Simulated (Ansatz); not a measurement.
# Al2O3 (Corundum): the cost of one run

Method: DFT PBEsol, scalar-relativistic, plane waves, PAW, in Ansatz 0.2.0.

2 further runs of the same task are left out: 2 set aside as unsound or not needed.

## Step 1: The system as given

It takes space group R-3c (No. 167, trigonal). Conventional cell: a = 4.774 Å, b = 4.774 Å, c = 13.015 Å, α = 90.00°, β = 90.00°, γ = 120.00°. Around Al (site symmetry 3) lie 6 O at 1.86 to 1.97 Å. O (site symmetry 2) has 4 Al at 1.86 to 1.97 Å as nearest neighbours.

Coordinates:

```
Al O
1.0
     2.38690    1.37808    4.33820
    -2.38690    1.37808    4.33820
     0.00000   -2.75615    4.33820
Al O
4 6
Direct
  0.35208 0.35208 0.35208
  0.14792 0.14792 0.14792
  0.64792 0.64792 0.64792
  0.85208 0.85208 0.85208
  0.55586 0.94414 0.25000
  0.25000 0.55586 0.94414
  0.94414 0.25000 0.55586
  0.44414 0.05586 0.75000
  0.75000 0.44414 0.05586
  0.05586 0.75000 0.44414
```

It is the result of an earlier relaxation at this level (volume 8.56 Å³/atom; gap on the mesh: 6.03 eV).

## Step 2: The cell under 5 GPa

What is minimised here is the enthalpy; the energy can go up as the cell is squeezed.

Contents of input.yaml:

```yaml
crystal:
  lattice:
    - [2.3868967414, 1.3780754762, 4.3382033404]
    - [-2.3868967414, 1.3780754762, 4.3382033404]
    - [0.0, -2.7561509524, 4.3382033404]
  atoms:
    - { symbol: Al, position: [0.3520791481, 0.3520791481, 0.3520791481] }
    - { symbol: Al, position: [0.1479208519, 0.1479208519, 0.1479208519] }
    - { symbol: Al, position: [0.6479208519, 0.6479208519, 0.6479208519] }
    - { symbol: Al, position: [0.8520791481, 0.8520791481, 0.8520791481] }
    - { symbol: O, position: [0.555860623, 0.944139377, 0.25] }
    - { symbol: O, position: [0.25, 0.555860623, 0.944139377] }
    - { symbol: O, position: [0.944139377, 0.25, 0.555860623] }
    - { symbol: O, position: [0.444139377, 0.055860623, 0.75] }
    - { symbol: O, position: [0.75, 0.444139377, 0.055860623] }
    - { symbol: O, position: [0.055860623, 0.75, 0.444139377] }
basis:
  ecutwfc: 420
kpoints:
  mp_grid: { grid: [6, 6, 6] }
hamiltonian:
  xc: pbesol
scf:
  occupations: { method: fixed }
output:
  forces: true
  stress: true
  eigenvalues: true
relax:
  adjacent_minimum: "off"
  f_tol: 0.001
  max_steps: 60
  cell: { stress_tol: 0.02, p_target: 5.0 }
```

Started as:

```sh
$ ansatz run input.yaml --threads 4 --pin off --max-ram 10240MiB --backend cpu --events-out ev --progress --plain --runs-dir out
```

Q: Estimate wall time and peak memory on 4 threads of AMD EPYC 7R43 (Zen 3), shared host.

About 13 s, with a peak of 0.47 GiB.
